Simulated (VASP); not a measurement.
Crystal: Tb.

```
CELL_PARAMETERS angstrom
-2.01000 2.01000 2.01000
2.01000 -2.01000 2.01000
2.01000 2.01000 -2.01000
ATOMIC_POSITIONS crystal
Tb 0.00000 0.00000 0.00000
```

This isn't the form of Tb at room conditions, which is hcp.

Base run:

| Item | Value |
| --- | --- |
| Program | VASP 6.6.1 |
| Functional | PBE |
| Potentials or basis | VASP PAW PBE potentials, release 64 (Tb) |
| Cutoff | 500 eV |
| k mesh | 9 × 9 × 9 |
| Occupations | gaussian, width 0.02 eV |
| Spin | collinear spin, ferromagnetic start |
| Starting moments | [6.0] μB |

Its results: band gap on the k mesh none (metal or under the smearing width); pressure -0.1 GPa; net moment 5.89 μB per cell; site moments Tb +5.68 μB.

Problem. The run is repeated on the same cell with these changes: potentials or basis from VASP PAW PBE potentials, release 64 (Tb) to VASP PAW PBE potentials, release 64 (Tb_3), 4f in core; cutoff from 500 eV to 520 eV; further incar settings from ALGO = Normal; EDIFF = 1e-07 to ALGO = Normal; EDIFF = 1.00e-07; valence electrons from 19 to 9. What comes out?

Solution. Band gap on the k mesh none (metal or under the smearing width); pressure -0.2 GPa; net moment 0.56 μB per cell; site moments Tb +0.39 μB.

Caveats: the magnetic or orbital state may not be the lowest; spin-orbit coupling is left out, which moves the levels of the heavy elements; ASE's xc='lda' writes no GGA tag, so the PBE potentials set the functional and the run is PBE (some runs); the 4f electrons are frozen in the core as for a trivalent ion, so they carry no moment and show no levels (some runs).
